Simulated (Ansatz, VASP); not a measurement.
# One calculation of Nb, two programs

```xyz
1
Lattice="2.7124 -0.0183 -0.0225 -0.0183 2.7432 -0.0074 -0.0225 -0.0074 2.7038" Properties=species:S:1:pos:R:3 pbc="T T T"
Nb    1.3742    1.3658    1.3943
```

Change from the starting cell: cell strained at random at fixed volume.

Alike in both runs: task single point; functional PBE; k mesh 10 × 10 × 10; occupations fermi-dirac, width 0.05 eV; no spin polarisation.

|  | VASP | Ansatz |
| --- | --- | --- |
| version | VASP 6.6.1 | Ansatz 0.2.0 |
| potentials or method | VASP PAW PBE potentials, release 64 (Nb_sv) | Ansatz PAW |
| plane-wave cutoff (eV) | 520 | 420 |
| valence electrons in the cell | 13 | 13 |

Ansatz gave:

```
gap on the k mesh at the Fermi level (eV)       : none
pressure (GPa)                                  : 0.5
largest component of the traceless stress (GPa) : 2.10
```

**Question.** Estimate VASP's values.

**Answer.** gap on the k mesh at the Fermi level (eV): none; pressure (GPa): 0.3; largest component of the traceless stress (GPa): 2.09.

A gap of «none» marks a metal or a gap that the smearing closes.
